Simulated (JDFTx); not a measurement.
# RbBr: equation of state with PBEsol

RbBr:

```xyz
2
Lattice="0.0000 3.4270 3.4270 3.4270 0.0000 3.4270 3.4270 3.4270 0.0000" Properties=species:S:1:pos:R:3 pbc="T T T"
Rb    0.0000    0.0000    0.0000
Br    3.4270    3.4270    3.4270
```

```json
{
 "Program": "JDFTx 1.7.0 (patched build)",
 "Task": "equation of state",
 "Functional": "PBEsol",
 "Potentials or basis": "PseudoDojo-SR-PBEsol-0.4.1-standard with smoothed tails",
 "Cutoff": "626 eV",
 "Density cutoff": "5007 eV",
 "k mesh": "7 × 7 × 7",
 "Occupations": "fermi-dirac, width 0.05 eV",
 "Spin": "no spin polarisation",
 "Local potential set to -Z/r beyond": "6 bohr",
 "Bands": "14",
 "Density cutoff over wavefunction cutoff": "8",
 "Max SCF steps": "100",
 "SCF threshold on the energy": "1e-09 Ha",
 "Solver of the electrons": "scf"
}
```

```
Equilibrium volume                      : 40.08 Å³/atom
Bulk modulus                            : 13.9 GPa
Pressure derivative of the bulk modulus : 5.1
```

Energy against volume, from the lowest point:
```
volume (Å³/atom)  energy (meV/atom)
          37.833               6.11
          38.638               2.39
          39.443               0.42
          40.248               0.00
          41.053               0.95
          41.858               3.10
          42.663               6.33
```
